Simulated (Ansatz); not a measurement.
# ZrSe2: the cost of one run

Method: DFT PBE+D3(BJ), scalar-relativistic, plane waves, PAW, in Ansatz 0.2.0.

The COD entry's cell or inner coordinates are ideal or old and differ from later refinements, so a difference from it is no clean test against experiment.

2 further runs of the same task are left out: 2 set aside as unsound or not needed.

### Step 1. The starting structure

The structure is trigonal, space group P-3m1 (No. 164). The conventional cell has a = 3.736 Å, b = 3.736 Å, c = 6.036 Å, α = 90.00°, β = 90.00°, γ = 120.00°. Zr (site symmetry -3m) is surrounded by 6 Se at 2.68 Å. Se (site symmetry 3m) has 3 Zr at 2.68 Å as nearest neighbours.

As a file:

```xyz
3
Lattice="3.7361 0.0000 0.0000 -1.8681 3.2356 0.0000 0.0000 0.0000 6.0364" Properties=species:S:1:pos:R:3 pbc="T T T"
Zr    0.0000    0.0000    0.0000
Se    0.0000    2.1571    1.5981
Se    1.8681    1.0785    4.4383
```

It is the result of an earlier relaxation at this level (volume 24.32 Å³/atom; gap on the mesh: none (metal)).

### Step 2. Static run: bands, density of states and charges

Contents of input.yaml:

```yaml
crystal:
  lattice:
    - [3.736135343, 0.0, 0.0]
    - [-1.8680676715, 3.235588119, 0.0]
    - [0.0, 0.0, 6.0364082708]
  atoms:
    - { symbol: Zr, position: [0.0, 0.0, 0.0] }
    - { symbol: Se, position: [0.3333333333, 0.6666666667, 0.2647471438] }
    - { symbol: Se, position: [0.6666666667, 0.3333333333, 0.7352528562] }
basis:
  ecutwfc: 420
kpoints:
  mp_grid: { grid: [15, 15, 8] }
  band_path:
    path:
      - [[0.0, 0.0, 0.0], [0.5, 0.0, 0.0], [0.33333333, 0.33333333, 0.0], [0.0, 0.0, 0.0], [0.0, 0.0, 0.5], [0.5, 0.0, 0.5], [0.33333333, 0.33333333, 0.5], [0.0, 0.0, 0.5]]
      - [[0.5, 0.0, 0.5], [0.5, 0.0, 0.0]]
      - [[0.33333333, 0.33333333, 0.5], [0.33333333, 0.33333333, 0.0]]
    npoints: 14
hamiltonian:
  xc: pbe
  dispersion: d3bj
scf:
  occupations: { method: gaussian, width: 0.1 }
  n_extra_bands: 7
output:
  forces: true
  stress: true
  eigenvalues: true
  populations: true
  dos: { projected: true, de: 0.02, nscf_kmesh: { grid: [23, 23, 12] } }
  bader: true
```

Run with:

```console
$ ansatz run input.yaml --threads 1 --pin off --max-ram 2560MiB --backend cpu --events-out ev --progress --plain --runs-dir out
```

**Question.** How long does this run take on 1 thread of Intel Xeon Platinum 8259CL at 2.50GHz (Skylake/Cascade Lake), shared host, and how much memory does it need?

About 1.8 min, with a peak of 0.98 GiB.
